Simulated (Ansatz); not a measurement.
## HfO2: Coordination and 17O quadrupole coupling

Cell: an entry of the Crystallography Open Database (COD), ions relaxed with PBE at fixed cell.

```cif
data_HfO2
_symmetry_space_group_name_H-M 'P2_1/c'
_symmetry_Int_Tables_number 14
_cell_length_a 5.1180
_cell_length_b 5.1857
_cell_length_c 5.2841
_cell_angle_alpha 90.000
_cell_angle_beta 99.352
_cell_angle_gamma 90.000
loop_
_atom_site_label
_atom_site_type_symbol
_atom_site_symmetry_multiplicity
_atom_site_Wyckoff_symbol
_atom_site_fract_x
_atom_site_fract_y
_atom_site_fract_z
Hf Hf 4 e 0.2767 0.0419 0.2081
O5 O 4 e 0.4466 0.7584 0.4803
O9 O 4 e 0.0726 0.3393 0.3389
```

One atom of each set is listed.

All values are calculated (Ansatz; DFT, PBE, plane waves and PAW, scalar-relativistic, 420 eV cutoff, Γ-centred 4×4×4 k-points, Fermi–Dirac smearing 0.02 eV), not measured.

Q(17O) = -25.58 mb.

Question: Rank these O sites by |C_Q|, smallest first.
A. O5: 4 Hf at 2.14–2.24 Å
B. O9: 3 Hf at 2.04–2.15 Å

Answer: A (0.661 MHz, η = 1.00), B (0.816 MHz, η = 0.88).

Like point charges on the first shell alone (each adding as 1/d³) would give the same order.

At this cell the principal stresses reach 5 GPa in size with PBE, which can matter for small gradients. Without spin–orbit coupling the gradients at and beside Hf can be off by some per cent, at some sites by more.
